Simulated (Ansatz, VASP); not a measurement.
Lu in VASP and in Ansatz

INCAR

```
  ALGO = Normal
  EDIFF = 1E-6
  ENCUT = 520
  GGA = PE
  ISIF = 2
  ISMEAR = -1
  LASPH = T
  LCHARG = F
  LREAL = F
  LWAVE = F
  NBANDS = 32
  NELM = 100
  PREC = Accurate
  SIGMA = 0.03
```

Contents of KPOINTS:

```
k-points
0
Gamma
  13 13 8
```

POSCAR

```
Lu
1.0
    3.5098988894      0.0350989889      0.0000000000
   -1.7245528287      3.0221121086      0.0000000000
    0.0000000000      0.0000000000      5.5666000000
Lu
2
Direct
    0.3333333333      0.6666666667      0.2500000000
    0.6666666667      0.3333333333      0.7500000000
```

Input for Ansatz:

```yaml
crystal:
  lattice:
    - [3.5098988894, 0.0350989889, 0.0]
    - [-1.7245528287, 3.0221121086, 0.0]
    - [0.0, 0.0, 5.5666]
  atoms:
    - { symbol: Lu, position: [0.3333333333, 0.6666666667, 0.25] }
    - { symbol: Lu, position: [0.6666666667, 0.3333333333, 0.75] }
kpoints:
  mp_grid: { grid: [13, 13, 8] }
scf:
  occupations: { method: fermi_dirac, width: 0.03 }
hamiltonian:
  xc: pbe
  pseudopotentials: { kind: all_electron, lapw: { basis_error: 0.0005 } }
output:
  forces: true
  stress: true
  eigenvalues: true
```

Change from the starting cell: xy shear strain of +2 %.

Alike in both runs: task single point; functional PBE; k mesh 13 × 13 × 8; occupations fermi-dirac, width 0.03 eV; no spin polarisation.

|  | VASP | Ansatz |
| --- | --- | --- |
| version | VASP 6.6.1 | Ansatz 0.2.0 |
| potentials or method | VASP PAW PBE potentials, release 64 (Lu) | all-electron LAPW, scalar-relativistic |
| plane-wave cutoff (eV) | 520 | see its input |

```tsv
	VASP	Ansatz	Ansatz less VASP
pressure (GPa)	-0.6	-0.9	-0.33
largest component of the traceless stress (GPa)	0.74	0.74	+0.002
rms of the force components (eV/Å)	0.014	0.014	+0.0002
```

Atom by atom the forces differ by 0.000 eV/Å (rms over components). Ansatz ran all-electron here, so the differences hold the error of VASP's frozen core and of both bases.

Spin-orbit coupling is left out, which matters for the levels of Lu.
